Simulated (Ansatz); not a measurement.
# Field gradients of H4NF from run to run

Cell of run 1: a Materials Project structure (computed, not necessarily an observed phase).

Space group P6_3mc (No. 186); a = 4.4077, c = 7.1363 Å, γ = 120.00°.

| site | Wyckoff | site symmetry | x | y | z |
| --- | --- | --- | --- | --- | --- |
| H1 | 6c | .m. | 0.5379 | 0.0758 | 0.9231 |
| H3 | 2b | 3m. | 0.3333 | 0.6667 | 0.2286 |
| N | 2b | 3m. | 0.3333 | 0.6667 | 0.3747 |
| F | 2b | 3m. | 0.3333 | 0.6667 | 0.9976 |

One atom of each set is listed.

All runs are DFT with Ansatz 0.2.0 (plane waves and PAW, scalar-relativistic unless spin–orbit coupling is named, Γ-centred meshes, Fermi–Dirac smearing where given) in this cell.

Run 1: PBE, atoms as given; 420 eV, 6×6×4 k-points, smearing 0.02 eV.
Run 2: r2SCAN, atoms as given; 500 eV, 6×6×4 k-points, smearing 0.02 eV.
Run 3: PBE, atoms as given; 550 eV, 6×6×4 k-points, smearing 0.02 eV.

```csv
run,H1 V_zz (η),H3 V_zz (η)
1,2.47 (0.00),2.46 (0.00)
2,?,?
3,2.43 (0.00),2.42 (0.00)
```

V_zz in 10²¹ V/m²; 2 of the 4 sets of like atoms are followed.

Question: Estimate the row of run 2.

Answer: H1: 2.38 (0.00); H3: 2.37 (0.00). It lies nearest to run 3, from whose tensors on these sites it differs by 0.06 at most (largest principal value of the difference, on H1). Taken one at a time, the functional (r2SCAN with its higher cutoff) moves the tensors on these sites by up to 0.09 (largest principal value of the change, on H1), the cutoff by 0.04 (H1).

The lattice is static: at room temperature ammonium may turn and average the couplings of its hydrogen. In runs 1, 3 the atoms aren't at the calculated equilibrium (largest force 0.30, 0.28 eV/Å).
